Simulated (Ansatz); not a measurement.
## As (dhcp): energy against volume

The calculation used Ansatz 0.2.0, DFT, RPBE, plane waves (420 eV) with PAW, scalar-relativistic. The PAW files were generated under PBE, with cores re-solved for the functional.

The cell is scaled uniformly from the relaxed one, with fractional coordinates and shape fixed. Energies are extrapolated to zero smearing, pressures are those at the given smearing. Magnetic state: spin not included.

A Birch-Murnaghan fit gives V₀ = 19.65 Å³/atom, B₀ = 75 GPa, B₀′ = 4.4.

Question: What are the energy above the minimum and the pressure at 17.332 Å³/atom?

Answer: 80.4 meV/atom and 12.56 GPa as computed.

Question: What are the energy above the minimum and the pressure at 20.483 Å³/atom?

Answer: 7.8 meV/atom and -2.78 GPa as computed.

Question: What are the energy above the minimum and the pressure at 22.058 Å³/atom?

Answer: 56.6 meV/atom and -6.67 GPa as computed.
